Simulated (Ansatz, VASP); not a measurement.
## One calculation of Fe, two programs

The input INCAR:

```
PREC = Accurate
ENCUT = 520
EDIFF = 1E-6
ISMEAR = 0
SIGMA = 0.05
LREAL = False
LASPH = True
NELM = 100
ALGO = Normal
ISIF = 2
LWAVE = False
LCHARG = False
GGA = PE
NBANDS = 10
```

Contents of KPOINTS:

```
regular mesh
0
Gamma
  22 22 22
```

POSCAR

```
Fe
1.0
   -1.3932011820      1.3932011820      1.3932011820
    1.3932011820     -1.3932011820      1.3932011820
    1.3932011820      1.3932011820     -1.3932011820
Fe
1
Direct
    0.0000000000      0.0000000000      0.0000000000
```

Input for Ansatz:

```yaml
crystal:
  lattice:
    - [-1.393201182, 1.393201182, 1.393201182]
    - [1.393201182, -1.393201182, 1.393201182]
    - [1.393201182, 1.393201182, -1.393201182]
  atoms:
    - { symbol: Fe, position: [0.0, 0.0, 0.0] }
basis:
  ecutwfc: 420
  ecutrho_ratio: 4
kpoints:
  mp_grid: { grid: [22, 22, 22] }
hamiltonian:
  xc: pbe
scf:
  occupations: { method: gaussian, width: 0.05 }
output:
  forces: true
  stress: true
  eigenvalues: true
```

Alike in both runs: task single point; functional PBE; k mesh 22 × 22 × 22; occupations gaussian, width 0.05 eV; no spin polarisation.

|  | VASP | Ansatz |
| --- | --- | --- |
| version | VASP 6.6.1 | Ansatz 0.2.0 |
| potentials or method | VASP PAW PBE potentials, release 64 (Fe) | scalar-relativistic, plane waves, PAW |
| plane-wave cutoff (eV) | 520 | 420 |
| valence electrons in the cell | 8 | 16 |

```tsv
	VASP	Ansatz	Ansatz less VASP
gap on the k mesh at the Fermi level (eV)	none	none	-
pressure (GPa)	-8.2	-7.8	+0.46
```

A gap of «none» marks a metal or a gap that the smearing closes. The functional is the same, so the differences come from potentials, cutoffs and numerics. The two sets of potentials don't hold the same shells in valence.

Caveats: the run has no spin polarisation, though such a crystal can be magnetic. Spin polarisation is off, so any magnetic state and its effect on volume and gap are missing.
